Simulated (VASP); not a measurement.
**TiB2: single point with PBE**

Crystal: TiB2.

```
Ti B
1.0
     2.62696   -1.51787    0.04977
     2.62696    1.51787    0.04977
    -0.06138    0.00000    3.21735
Ti B
1 2
Direct
  0.00000 0.00000 0.00000
  0.33332 0.33332 0.49999
  0.66668 0.66668 0.50001
```

The cell was built by a generator and needn't be a form met in nature.

The cell isn't the ideal one: species swapped into the Bi2Pt type (C2/m, No. 12).

```json
{
  "Program": "VASP 6.6.1",
  "Task": "single point",
  "Functional": "PBE",
  "Potentials or basis": "VASP PAW PBE potentials, release 64 (Ti_sv, B)",
  "Cutoff": "520 eV",
  "k mesh": "7 × 7 × 5",
  "Occupations": "gaussian, width 0.2 eV",
  "Spin": "no spin polarisation"
}
```

```
Pressure               : 0.3 GPa
Band gap on the k mesh : none (metal or under the smearing width)
```

Stress tensor (GPa, compression positive):
```
0.53 0.00 0.04
0.00 0.19 0.00
0.04 0.00 0.05
```

Levels at points of the mesh, in eV from the Fermi level:
| k point | band 7 | band 8 | band 9 | band 10 | band 11 | band 12 |
| --- | --- | --- | --- | --- | --- | --- |
| (0.00, 0.00, 0.00) | -2.47 | -2.11 | -1.94 | 2.05 | 2.06 | 3.85 |

Run time: 43 s on 1 thread of Intel(R) Xeon(R) Platinum 8488C (Sapphire Rapids) (shared host), peak memory 0.15 GiB.

Caveat: the k mesh is coarse (spacing up to 0.39 Å⁻¹), so the values aren't converged.
